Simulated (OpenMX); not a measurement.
# BaTiO3 under changes of volume

One of the cells (12.567 Å³/atom); the others are scaled copies at fixed shape and fractional positions:

```
Ba Ti O
1.0
     3.72890   -0.42193    0.02237
    -0.28447    3.27547    3.11008
     0.31643   -2.75371    2.58992
Ba Ti O
1 1 3
Direct
  0.00364 0.99727 0.99850
  0.50025 0.51161 0.51018
  0.99835 0.49282 0.49504
  0.49991 0.50154 0.99454
  0.49786 0.99299 0.49796
```

| Item | Value |
| --- | --- |
| Program | OpenMX 3.8.5 |
| Functional | PBE |
| Potentials or basis | OpenMX 2013 PBE set, Ba10.0-s3p2d1, Ti7.0-s2p2d1, O6.0-s2p2, fixed grid of 45 × 54 × 45 points |
| k mesh | 7 × 7 × 7 |
| Occupations | fermi-dirac, width 0.05 eV |
| Spin | no spin polarisation |

```tsv
volume (Å³/atom)	energy over the lowest point (meV/atom)	gap on the mesh (eV)	largest force (eV/Å)
11.813	?	?	?
12.065	163.33	0.22	0.891
12.316	115.52	0.27	0.824
12.567	76.04	0.31	0.761
12.819	44.09	0.34	0.748
13.070	18.95	0.36	0.769
13.321	0.00	0.38	0.786
```

Question: What does the run at 11.813 Å³/atom give?

Answer: Energy over the lowest point 220.34 meV/atom; gap on the mesh 0.18 eV; largest force 0.966 eV/Å.

Worked out: A Birch-Murnaghan fit of order 3 (a polynomial in V^(-2/3)) to the other rows has no minimum within the range. It gives 220.73 meV/atom at 11.813 Å³/atom, against the run's 220.34. A parabola through the other rows of the gap, of slope 2.96 eV per unit of ln V there, extrapolates to 0.16 eV, against the run's 0.18.

Energies are extrapolated to zero smearing.

Caveats: the transition metal has a single d function, too few for pressures, volumes and moments; spin-orbit coupling is left out, which moves the levels of the heavy elements; an odd mesh through Γ misses points on the zone boundary, where band edges often lie; the basis of atomic orbitals isn't converged, which shifts pressures, moduli and gaps.
